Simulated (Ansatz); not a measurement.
**OH on Ti(0001): change of the work function**

Aim: the work function of Ti(0001) at several coverages of OH (hcp site), and the dipole that each adsorbate carries.

Calculated with Ansatz 0.2.0; plane-wave DFT, PBE, Ansatz PAW.

**1. Starting point**

The cell holds 4 atoms: 4 Ti. Cell: a = 2.950 Å, b = 2.950 Å, c = 25.027 Å, α = 90.0°, β = 90.0°, γ = 60.0°. Vacuum lies along c.

**2. The clean slab**

The bare slab comes first, as the zero from which every change is counted. The two lowest layers are held at bulk places and the upper ones relax. The dipole correction removes the false field that a one-sided slab makes across the periodic vacuum, so each face gets a flat vacuum level of its own.

input.yaml

```yaml
crystal:
  lattice:
    - [2.95, 0.0, 0.0]
    - [1.475, 2.5547749412, 0.0]
    - [0.0, 0.0, 25.0269]
  atoms:
    - { symbol: Ti, position: [0.6666666667, 0.6666666667, 0.3596130564] }
    - { symbol: Ti, position: [0.0, 0.0, 0.4532043521] }
    - { symbol: Ti, position: [0.6666666667, 0.6666666667, 0.5467956479] }
    - { symbol: Ti, position: [0.0, 0.0, 0.6403869436] }
kpoints:
  mp_grid: { grid: [12, 12, 1] }
hamiltonian:
  xc: pbe
scf:
  occupations: { method: fermi_dirac, width: 0.1 }
  convergence: { dr2_threshold: 1.0e-08 }
efield:
  axis: 3
  dipole_correction: true
  ramp_position: 0.97
  ramp_width: 0.06
relax:
  f_tol: 0.02
  max_steps: 60
  constraints: [{ sites: [0, 1] }]
output:
  write_potential: true
  write_density: true
  volumetric_format: npy
```

Command:

```
ansatz run input.yaml --threads 4 --pin off --max-ram 12288MiB --backend cpu --events-out ev --progress --plain --runs-dir out
```

Numbers of over 12 decimals in the logs are rounded to 6 here.

What it wrote:

```text
Engine: ansatz 0.2.0, aarch64-unknown-linux-gnu
Pseudopotentials: kind: paw
Pseudopotential: Ti, paw, valence charge 12, recommended cutoff 420 eV (normal), Ti.paw.azcp
Functional definition: PBE
  parameter kappa = 0.804
  parameter beta = 0.066725
  exchange = pbe_x(kappa = kappa, mu = beta*pi^2/3)
  correlation = pbe_c(beta = beta)
Crystal: 4 atoms, lattice volume = 188.617 Å³
Basis set: ecut = 420 eV, 3611 PW (Γ), exchange–correlation on 40×40×360 points (8 copies of the dense FFT grid, shifted against one another)
Bands: 29, of which v1, the nominal top of the filled ones, is band 24 counted from 1 (23 counted from 0)
Symmetry: 6 space group operations
k-points: 19 of 144 (time reversal used)
Non-local potential: Ti, projectors of the file, l = 0: 3, l = 1: 2, l = 2: 3, l = 3: 1
PAW form: soft (Blöchl's): semilocal exchange-correlation on the pseudo side does not see the compensation charge
PAW one-centre angular grid: Ti, 590 points (default); XC on 64 Gauss nodes
Initial density: superposition of atomic densities (neutral atoms: chi_scale 0, normalization atom), corrected by the library's trained network
Initial wavefunctions: pseudopotential atomic-orbital guess
Functional: x = pbe(κ = 0.804, μ = 0.219515), c = pbe(β = 0.066725)
SCF iter   1: F=—  HF=-9996.827743 eV  |F-HF|=—  |Δ(HF+E_count)|=         —  Δρ=6.22e-3  dr2=3.89e-1  ethr=1.77e-3  p=0.000 e·Å  D=5.72e-14 V/Å  ΔV_dip=-0.00 eV  dr2_dipole=9.47e-6  V_vac-E_F(+/−)=4.09/4.09 eV  ⟨swp⟩=7.0  Hψ=5629  notcnv=0
efield: sawtooth ramp at fractional position 0.9700 (set: `efield.ramp_position`, or a place that a band, a saddle search or an elastic batch's reference lends), width 0.0600; the density the first Hamiltonian is built on has a dipole p = 0.000 e·Å; the dipole correction subtracts the counter field D = 5.72e-14 V/Å, which shifts the + side's vacuum level by -0.00 eV against the − side's; the planar-averaged density in the ramp window peaks in size at 3.0e-5 e/Å³
automatic band count: the SCF goes on with 34 bands, as 29 were too few: the levels above may hold too much charge
preconditioner: auto → LDOS  [metal: Δε(μ)=0.033 eV  Ē_g=2.762 eV  σ=0.100 eV  W_gap=0.08  n_scr=16 (ndim 8)  ℏωp=10.8 eV  f_vac=0.550  D(μ)=8.41/eV (n_scr^D=88)  β→1.0]
SCF iter   2: F=—  HF=-9996.820567 eV  |F-HF|=—  |Δ(HF+E_count)|=   7.18e-3  Δρ=2.07e-3  dr2=1.66e-2  ethr=8.11e-4  p=-0.000 e·Å  D=-3.83e-5 V/Å  ΔV_dip=0.00 eV  dr2_dipole=2.48e-6  V_vac-E_F(+/−)=4.36/4.36 eV  ⟨swp⟩=1.9  Hψ=850  notcnv=0
SCF iter   3: F=—  HF=-9996.820326 eV  |F-HF|=—  |Δ(HF+E_count)|=   2.41e-4  Δρ=7.15e-4  dr2=2.59e-3  ethr=3.45e-5  p=-0.000 e·Å  D=-4.47e-5 V/Å  ΔV_dip=0.00 eV  dr2_dipole=9.93e-8  V_vac-E_F(+/−)=4.36/4.36 eV  ⟨swp⟩=2.1  Hψ=828  notcnv=0
SCF iter   4: F=—  HF=-9996.820200 eV  |F-HF|=—  |Δ(HF+E_count)|=   1.26e-4  Δρ=1.83e-4  dr2=7.43e-5  ethr=5.40e-6  p=-0.000 e·Å  D=-7.23e-6 V/Å  ΔV_dip=0.00 eV  dr2_dipole=6.13e-7  V_vac-E_F(+/−)=4.39/4.39 eV  ⟨swp⟩=2.0  Hψ=788  notcnv=0
SCF iter   5: F=—  HF=-9996.820291 eV  |F-HF|=—  |Δ(HF+E_count)|=   9.13e-5  Δρ=1.05e-4  dr2=4.27e-5  ethr=1.55e-7  p=-0.000 e·Å  D=-6.02e-6 V/Å  ΔV_dip=0.00 eV  dr2_dipole=2.24e-9  V_vac-E_F(+/−)=4.40/4.40 eV  ⟨swp⟩=3.4  Hψ=1270  notcnv=0
SCF iter   6: F=—  HF=-9996.820298 eV  |F-HF|=—  |Δ(HF+E_count)|=   7.56e-6  Δρ=3.45e-5  dr2=6.91e-6  ethr=8.90e-8  p=0.000 e·Å  D=5.34e-6 V/Å  ΔV_dip=-0.00 eV  dr2_dipole=8.72e-12  V_vac-E_F(+/−)=4.41/4.41 eV  ⟨swp⟩=2.2  Hψ=859  notcnv=0
SCF iter   7: F=—  HF=-9996.820326 eV  |F-HF|=—  |Δ(HF+E_count)|=   2.71e-5  Δρ=9.74e-6  dr2=2.31e-7  ethr=1.44e-8  p=0.000 e·Å  D=4.34e-6 V/Å  ΔV_dip=-0.00 eV  dr2_dipole=2.28e-10  V_vac-E_F(+/−)=4.41/4.41 eV  ⟨swp⟩=1.5  Hψ=670  notcnv=0
SCF iter   8: F=—  HF=-9996.820326 eV  |F-HF|=—  |Δ(HF+E_count)|=   3.11e-7  Δρ=4.96e-6  dr2=7.06e-8  ethr=4.82e-10  p=0.000 e·Å  D=3.41e-6 V/Å  ΔV_dip=-0.00 eV  dr2_dipole=1.64e-11  V_vac-E_F(+/−)=4.41/4.41 eV  ⟨swp⟩=3.0  Hψ=1250  notcnv=0
SCF iter   9: F=-9996.820326 eV  HF=-9996.820326 eV  |F-HF|=4.71e-9  |Δ(HF+E_count)|=   1.10e-8  Δρ=1.31e-6  dr2=3.15e-9  ethr=2.08e-11  p=0.000 e·Å  D=1.86e-6 V/Å  ΔV_dip=-0.00 eV  dr2_dipole=2.32e-11  V_vac-E_F(+/−)=4.41/4.41 eV  ⟨swp⟩=7.9  Hψ=4137  notcnv=0
SCF 1 converged in 9 iterations: F = -9996.820326 eV  dr2 = 3.15e-9
  greatest PAW one-centre occupation: 0.999 electrons in one spin orbital (limit 2), on the Ti atom at site 2 (counted from 0), in its partial waves of l = 0
relax step   1: F+E_penalty+E_count = -9996.82032589 eV  Δ(F+E_penalty+E_count) = +0.000e0 eV  max|allowed force component| = 6.136e-1 eV/Å  Δτ_max = 0.0000 Å  (9 SCF iters, accepted)
Bands: 34, of which v1, the nominal top of the filled ones, is band 24 counted from 1 (23 counted from 0)
Initial density: handed on by an earlier stage of this run
Initial wavefunctions: those handed on with the density
SCF iter   1: F=—  HF=-9997.020720 eV  |F-HF|=—  |Δ(HF+E_count)|=         —  Δρ=1.54e-2  dr2=3.23e0  ethr=3.10e-3  p=0.000 e·Å  D=6.86e-7 V/Å  ΔV_dip=-0.00 eV  dr2_dipole=2.03e-1  V_vac-E_F(+/−)=4.45/4.45 eV  ⟨swp⟩=4.8  Hψ=1854  notcnv=0
efield: sawtooth ramp at fractional position 0.9700 (set: `efield.ramp_position`, or a place that a band, a saddle search or an elastic batch's reference lends), width 0.0600; the density the first Hamiltonian is built on has a dipole p = 0.000 e·Å; the dipole correction subtracts the counter field D = 6.86e-7 V/Å, which shifts the + side's vacuum level by -0.00 eV against the − side's; the planar-averaged density in the ramp window peaks in size at 8.7e-6 e/Å³
preconditioner: auto → LDOS  [metal: Δε(μ)=0.006 eV  Ē_g=2.864 eV  σ=0.100 eV  W_gap=0.02  n_scr=16 (ndim 8)  ℏωp=10.8 eV  f_vac=0.560  D(μ)=7.32/eV (n_scr^D=62)  β→1.0]
SCF iter   2: F=—  HF=-9996.896706 eV  |F-HF|=—  |Δ(HF+E_count)|=   1.24e-1  Δρ=7.26e-3  dr2=5.18e-1  ethr=3.10e-3  p=0.018 e·Å  D=1.74e-2 V/Å  ΔV_dip=-0.44 eV  dr2_dipole=8.81e-2  V_vac-E_F(+/−)=4.00/4.43 eV  ⟨swp⟩=2.1  Hψ=1128  notcnv=0
SCF iter   3: F=—  HF=-9996.864920 eV  |F-HF|=—  |Δ(HF+E_count)|=   3.18e-2  Δρ=2.42e-3  dr2=6.44e-2  ethr=1.08e-3  p=0.007 e·Å  D=6.93e-3 V/Å  ΔV_dip=-0.17 eV  dr2_dipole=1.04e-2  V_vac-E_F(+/−)=4.26/4.43 eV  ⟨swp⟩=2.1  Hψ=988  notcnv=0
SCF iter   4: F=—  HF=-9996.859779 eV  |F-HF|=—  |Δ(HF+E_count)|=   5.14e-3  Δρ=9.85e-4  dr2=8.07e-3  ethr=1.34e-4  p=0.007 e·Å  D=6.69e-3 V/Å  ΔV_dip=-0.17 eV  dr2_dipole=2.47e-3  V_vac-E_F(+/−)=4.26/4.43 eV  ⟨swp⟩=2.1  Hψ=974  notcnv=0
SCF iter   5: F=—  HF=-9996.859578 eV  |F-HF|=—  |Δ(HF+E_count)|=   2.01e-4  Δρ=1.72e-4  dr2=9.56e-5  ethr=1.68e-5  p=0.006 e·Å  D=5.68e-3 V/Å  ΔV_dip=-0.14 eV  dr2_dipole=1.68e-5  V_vac-E_F(+/−)=4.29/4.43 eV  ⟨swp⟩=1.9  Hψ=759  notcnv=0
SCF iter   6: F=—  HF=-9996.859605 eV  |F-HF|=—  |Δ(HF+E_count)|=   2.67e-5  Δρ=9.00e-5  dr2=6.59e-5  ethr=1.99e-7  p=0.005 e·Å  D=5.13e-3 V/Å  ΔV_dip=-0.13 eV  dr2_dipole=5.10e-6  V_vac-E_F(+/−)=4.30/4.43 eV  ⟨swp⟩=2.3  Hψ=888  notcnv=0
SCF iter   7: F=—  HF=-9996.859609 eV  |F-HF|=—  |Δ(HF+E_count)|=   4.29e-6  Δρ=5.04e-5  dr2=8.15e-6  ethr=1.37e-7  p=0.005 e·Å  D=4.68e-3 V/Å  ΔV_dip=-0.12 eV  dr2_dipole=1.86e-6  V_vac-E_F(+/−)=4.31/4.43 eV  ⟨swp⟩=1.7  Hψ=678  notcnv=0
SCF iter   8: F=—  HF=-9996.859637 eV  |F-HF|=—  |Δ(HF+E_count)|=   2.81e-5  Δρ=1.65e-5  dr2=1.25e-6  ethr=1.70e-8  p=0.005 e·Å  D=4.37e-3 V/Å  ΔV_dip=-0.11 eV  dr2_dipole=3.65e-8  V_vac-E_F(+/−)=4.32/4.43 eV  ⟨swp⟩=2.5  Hψ=1020  notcnv=0
SCF iter   9: F=—  HF=-9996.859637 eV  |F-HF|=—  |Δ(HF+E_count)|=   1.31e-7  Δρ=6.35e-6  dr2=1.44e-7  ethr=2.60e-9  p=0.004 e·Å  D=4.27e-3 V/Å  ΔV_dip=-0.11 eV  dr2_dipole=6.38e-9  V_vac-E_F(+/−)=4.32/4.43 eV  ⟨swp⟩=2.1  Hψ=812  notcnv=0
SCF iter  10: F=—  HF=-9996.859637 eV  |F-HF|=—  |Δ(HF+E_count)|=   2.22e-8  Δρ=1.76e-6  dr2=1.75e-8  ethr=3.00e-10  p=0.004 e·Å  D=4.25e-3 V/Å  ΔV_dip=-0.11 eV  dr2_dipole=1.64e-9  V_vac-E_F(+/−)=4.32/4.43 eV  ⟨swp⟩=2.6  Hψ=940  notcnv=0
SCF iter  11: F=-9996.859637 eV  HF=-9996.859637 eV  |F-HF|=6.80e-10  |Δ(HF+E_count)|=   7.38e-9  Δρ=6.03e-7  dr2=2.38e-9  ethr=2.08e-11  p=0.004 e·Å  D=4.24e-3 V/Å  ΔV_dip=-0.11 eV  dr2_dipole=4.72e-10  V_vac-E_F(+/−)=4.32/4.43 eV  ⟨swp⟩=9.3  Hψ=3723  notcnv=0
SCF 2 converged in 11 iterations: F = -9996.859637 eV  dr2 = 2.38e-9
  greatest PAW one-centre occupation: 0.999 electrons in one spin orbital (limit 2), on the Ti atom at site 1 (counted from 0), in its partial waves of l = 0
relax step   2: F+E_penalty+E_count = -9996.85963748 eV  Δ(F+E_penalty+E_count) = -3.931e-2 eV  max|allowed force component| = 4.318e-1 eV/Å  Δτ_max = 0.1956 Å  (11 SCF iters, accepted)
iter 1 solved again at ethr=1.59e-3 eV; its pass at ethr=3.10e-3 eV (dr2=7.66e-1 eV) is discarded
SCF iter   1: F=—  HF=-9996.908496 eV  |F-HF|=—  |Δ(HF+E_count)|=         —  Δρ=7.69e-3  dr2=8.62e-1  ethr=1.59e-3  p=0.004 e·Å  D=4.24e-3 V/Å  ΔV_dip=-0.11 eV  dr2_dipole=4.10e-2  V_vac-E_F(+/−)=4.31/4.42 eV  ⟨swp⟩=1.0  Hψ=2302  notcnv=0
efield: sawtooth ramp at fractional position 0.9700 (set: `efield.ramp_position`, or a place that a band, a saddle search or an elastic batch's reference lends), width 0.0600; the density the first Hamiltonian is built on has a dipole p = 0.004 e·Å; the dipole correction subtracts the counter field D = 4.24e-3 V/Å, which shifts the + side's vacuum level by -0.11 eV against the − side's; the planar-averaged density in the ramp window peaks in size at 7.3e-6 e/Å³
preconditioner: auto → LDOS  [metal: Δε(μ)=0.012 eV  Ē_g=2.791 eV  σ=0.100 eV  W_gap=0.03  n_scr=16 (ndim 8)  ℏωp=10.8 eV  f_vac=0.555  D(μ)=7.84/eV (n_scr^D=74)  β→1.0]
SCF iter   2: F=—  HF=-9996.881427 eV  |F-HF|=—  |Δ(HF+E_count)|=   2.71e-2  Δρ=3.90e-3  dr2=1.36e-1  ethr=1.59e-3  p=-0.001 e·Å  D=-1.03e-3 V/Å  ΔV_dip=0.03 eV  dr2_dipole=2.98e-5  V_vac-E_F(+/−)=4.46/4.44 eV  ⟨swp⟩=2.1  Hψ=803  notcnv=0
SCF iter   3: F=—  HF=-9996.876840 eV  |F-HF|=—  |Δ(HF+E_count)|=   4.59e-3  Δρ=1.02e-3  dr2=7.96e-3  ethr=2.84e-4  p=0.001 e·Å  D=1.33e-3 V/Å  ΔV_dip=-0.03 eV  dr2_dipole=4.47e-4  V_vac-E_F(+/−)=4.39/4.43 eV  ⟨swp⟩=2.0  Hψ=893  notcnv=0
SCF iter   4: F=—  HF=-9996.876296 eV  |F-HF|=—  |Δ(HF+E_count)|=   5.45e-4  Δρ=2.15e-4  dr2=1.88e-4  ethr=1.66e-5  p=0.001 e·Å  D=1.32e-3 V/Å  ΔV_dip=-0.03 eV  dr2_dipole=4.33e-5  V_vac-E_F(+/−)=4.39/4.43 eV  ⟨swp⟩=2.0  Hψ=779  notcnv=0
SCF iter   5: F=—  HF=-9996.876318 eV  |F-HF|=—  |Δ(HF+E_count)|=   2.22e-5  Δρ=8.59e-5  dr2=4.19e-5  ethr=3.92e-7  p=0.002 e·Å  D=1.54e-3 V/Å  ΔV_dip=-0.04 eV  dr2_dipole=6.00e-6  V_vac-E_F(+/−)=4.39/4.42 eV  ⟨swp⟩=2.3  Hψ=960  notcnv=0
SCF iter   6: F=—  HF=-9996.876352 eV  |F-HF|=—  |Δ(HF+E_count)|=   3.46e-5  Δρ=3.19e-5  dr2=6.27e-6  ethr=8.73e-8  p=0.002 e·Å  D=1.75e-3 V/Å  ΔV_dip=-0.04 eV  dr2_dipole=2.46e-7  V_vac-E_F(+/−)=4.38/4.42 eV  ⟨swp⟩=2.0  Hψ=797  notcnv=0
SCF iter   7: F=—  HF=-9996.876383 eV  |F-HF|=—  |Δ(HF+E_count)|=   3.10e-5  Δρ=1.32e-5  dr2=9.84e-7  ethr=1.31e-8  p=0.002 e·Å  D=1.88e-3 V/Å  ΔV_dip=-0.05 eV  dr2_dipole=1.32e-7  V_vac-E_F(+/−)=4.38/4.42 eV  ⟨swp⟩=2.1  Hψ=797  notcnv=0
SCF iter   8: F=—  HF=-9996.876384 eV  |F-HF|=—  |Δ(HF+E_count)|=   1.86e-7  Δρ=5.15e-6  dr2=2.27e-7  ethr=2.05e-9  p=0.002 e·Å  D=1.96e-3 V/Å  ΔV_dip=-0.05 eV  dr2_dipole=1.80e-8  V_vac-E_F(+/−)=4.37/4.42 eV  ⟨swp⟩=2.1  Hψ=827  notcnv=0
SCF iter   9: F=-9996.876384 eV  HF=-9996.876384 eV  |F-HF|=5.99e-9  |Δ(HF+E_count)|=   1.35e-8  Δρ=1.63e-6  dr2=7.70e-9  ethr=2.08e-11  p=0.002 e·Å  D=1.99e-3 V/Å  ΔV_dip=-0.05 eV  dr2_dipole=3.72e-10  V_vac-E_F(+/−)=4.37/4.42 eV  ⟨swp⟩=8.6  Hψ=4536  notcnv=0
SCF 3 converged in 9 iterations: F = -9996.876384 eV  dr2 = 7.70e-9
relax step   3: F+E_penalty+E_count = -9996.87638356 eV  Δ(F+E_penalty+E_count) = -1.675e-2 eV  max|allowed force component| = 1.190e-2 eV/Å  Δτ_max = 0.0899 Å  (9 SCF iters, accepted)
NSCF: frozen V_eff on 19 k-points
the band table was solved once a step of the walk had ended and its energy, with any forces and stress, was formed, with the checks that follow a solve (2893 applications of the Hamiltonian). They found nothing against the state; the energy, forces and stress were not computed again (output.eigenvalues in the input reference)
WARN: The input density's exchange-correlation potential varies sharply where the density is thin. Do not read a vacuum level from v_tot or v_xc, or from such a field of the output density. On a cell that repeats whose density bears no net charge and no dipole along the vacuum's axis use v_es (v_loc + v_h of the components); under efield.dipole_correction with no amplitude use v_es + v_field, which holds any external [...]
SCF converged after 9 iterations
Free energy (F): -9996.876384 eV
Harris-Foulkes:  -9996.876384 eV  (|F-HF|=5.99e-9)
Internal energy: -9996.623465 eV  (E = F + TS)
E sigma→0 (E₀):  -9996.749924 eV
Entropy (-TS):   -0.252919 eV (-63.230 meV/atom)
Fermi energy:    2.290332 eV
Dipole field:    D = 0.002018 V/Å  (p = 0.002103 e·Å, saw-weighted, corrected)
Work function:   Φ+ = 4.3729 eV   Φ− = 4.4234 eV
Levels:          The Fermi level and band energies are counted from a zero that moves with the ramp; work functions are not
--- Per-component energies (eV) ---
  E_band       = -1160.708078
  E_kinetic    = 1085.706682
  E_local      = -50168.130411  (includes V_loc(G=0)·N_el)
  E_nonlocal   = 34.277158
  E_hartree    = 24527.750938
  E_xc         = -386.964371
  E_vxc        = -483.802243  (∫ρ·V_xc dr)
  E_paw        = -4190.770098  (= ΣΔE_a)
  E_vpaw       = -684.249601  (= ΣTr[D̂ρ^β])
  E_aug_tail   = 0.000492  (compensation charges beyond the density's cutoff)
  E_efield     = 0.000002  (sawtooth field / dipole correction)
  E_vefield    = 0.000915  (∫n·V_field dr)
  E_ewald      = 19101.506143
  E_smearing   = -0.252919  (= −TS)
  E_closure    = -0.000000  (closes the sum)
  Σ components = -9996.876384   (vs F -9996.876384, Δ=0.00e0)
--- Forces (eV/Å), atoms counted from 1 ---
  atom   1  Ti     0.00000000     0.00000000     0.60717111
  atom   2  Ti    -0.00000000    -0.00000000    -0.58698447
  atom   3  Ti     0.00000000     0.00000000    -0.00824529
  atom   4  Ti     0.00000000    -0.00000000    -0.01190263
  max |Σ_I F_I| component: 3.87e-5 eV/Å
--- Band table (eV; the first three rows and the last of 19) ---
  k-point 0: bands = [... 20 lower, 2.0512, 2.2819, 2.7160, 2.7943, 2.9364, 2.9364, 3.0094, 3.0094, ... 6 higher]
  k-point 1: bands = [... 20 lower, 1.9894, 2.2496, 2.5399, 2.6448, 2.8456, 2.9373, 3.0405, 3.0898, ... 6 higher]
  k-point 2: bands = [... 20 lower, 1.7486, 2.0197, 2.1514, 2.4575, 2.5617, 2.7274, 3.0024, 3.2370, ... 6 higher]
  k-point 18: bands = [... 20 lower, 1.1279, 1.5089, 1.5929, 2.2386, 2.2466, 2.3803, 2.4174, 2.5706, ... 6 higher]
--- Relaxed structure (3 steps of the walk, 3 accepted, 0 SCFs on fresh bases) ---
  F+E_penalty+E_count = -9996.87638356 eV   max|allowed force component| = 1.190e-2 eV/Å
  atoms:
    - { symbol: Ti, position: [0.666667, 0.666667, 0.3596130564] }
    - { symbol: Ti, position: [0.0, 0.0, 0.4532043521] }
    - { symbol: Ti, position: [0.666667, 0.666667, 0.549513] }
    - { symbol: Ti, position: [0, 0, 0.636167] }
```

The job ended after 8.2 s (4 threads of Arm Neoverse V2, shared host; peak memory 0.51 GiB; 32 s of CPU time).

Step by step:

```tsv
step	energy less that of the first step (eV)	largest force component (eV/Å)
1	0.0000	0.6136
2	-0.0393	0.4318
3	-0.0561	0.0119
```

The run keeps the 6 symmetry operations that it works with, so distortions that break them were not tested.

The atoms that moved most (Å):

```tsv
atom	dx	dy	dz	length
Ti4	0.000	0.000	-0.106	0.106
Ti3	0.000	0.000	0.068	0.068
```

This step gave:

- energy at zero smearing: -9996.7499 eV
- work function, upper face: 4.373 eV
- work function, lower face: 4.423 eV
- dipole along the normal: 0.002103 e·Å
- step between the vacuum levels: -0.05050 eV

Running mean over 2.342 Å of the planar mean; the ramp of the sawtooth is left out. The electron's electrostatic potential energy less the Fermi level by z:

```tsv
z (Å)	electron's electrostatic potential energy less the Fermi level (eV)
3.5	4.42
4.0	4.42
4.5	4.42
5.0	4.40
5.5	4.36
6.0	4.24
6.5	3.89
7.0	2.89
7.5	0.393
8.0	-3.13
8.5	-5.88
9.0	-6.74
9.5	-6.71
10.0	-6.59
10.5	-6.56
11.0	-6.58
11.5	-6.56
12.0	-6.38
12.5	-6.24
13.0	-6.32
13.5	-6.57
14.0	-6.94
14.5	-7.53
15.0	-7.68
15.5	-7.32
16.0	-6.81
16.5	-5.57
17.0	-2.61
17.5	0.849
18.0	3.07
18.5	3.92
19.0	4.22
19.5	4.32
20.0	4.36
20.5	4.37
21.0	4.37
21.5	4.37
```

The relaxation took 3 steps and lowered the energy by 0.056 eV; the largest force on the free atoms ends at 0.012 eV/Å.

The work function of the upper face is 4.37 eV.

(Continued in part 2 of 5.)

[Logs are printed without paths, hosts, clocks, repeated set-up lines and the standing remarks that a program may print on its own settings, such as how far it seeks lower states.]

[Hosts, paths, dates, database ids (printed as entryN), source tags and the programs' standing remarks are cut or masked in the printed files.]

[Maps of the electrostatic potential energy from Ansatz leave out the sawtooth potential of an applied field or a dipole correction, so their vacuum need not be flat; planar profiles and work functions include it.]
